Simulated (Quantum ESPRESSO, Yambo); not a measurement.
Planning a run of Yambo 5.3.0 on GaAs (F-43m). The input:

```
optics
bss
bse
em1s
dipoles
rim_cut
RandQpts= 1000000
RandGvec= 1 RL
Chimod= "HARTREE"
BSKmod= "SEX"
BSEmod= "coupling"
BSSmod= "d"
BSENGexx= 30 Ry
BSENGBlk= 6 Ry
% BSEQptR
 1 | 1 |
%
% BSEBands
 12 | 18 |
%
% BEnRange
 0 | 5 | eV
%
% BDmRange
 0.1 | 0.1 | eV
%
BEnSteps= 101
% BLongDir
 1 | 0 | 0 |
%
% BndsRnXs
 1 | 61 |
%
NGsBlkXs= 6 Ry
% LongDrXs
 1 | 1 | 1 |
%
% KfnQP_E
 0.615 | 1.0 | 1.0 |
%
WRbsWF
```

```sh
OMP_NUM_THREADS=1 mpirun -n 4 yambo -F bse6.in -J bse6,bse3_W -C bse6 > bse6.log
```

The stored states that it reads are on a 4×4×4 mesh. The structure is cubic, space group F-43m (No. 216). Conventional cell: a = 5.654 Å, b = 5.654 Å, c = 5.654 Å, α = 90.00°, β = 90.00°, γ = 90.00°. Nearest to Ga lie 4 As at 2.45 Å. Nearest to As lie 4 Ga at 2.45 Å. Farther neighbours are not listed.

Q: Estimate wall time and host memory on 4 MPI ranks of Arm Neoverse V1, shared host.

It took 23 s; on shared hardware allow 11 s to 45 s. Peak host memory was 1.7 GiB.

The kernel grows as the square of the matrix size, and full diagonalisation as its cube.

[Paths, hosts, dates, memory and timing lines, banners, echoed tables and standing remarks are left out of the program output.]

[Logs are printed without paths, hosts, clocks, repeated set-up lines and the standing remarks that a program may print on its own settings, such as how far it seeks lower states.]

[Runs of the session that timed out or met a known fault of the program may be left out.]

[Hosts, paths, dates, database ids (printed as entryN), source tags and the programs' standing remarks are cut or masked in the printed files.]
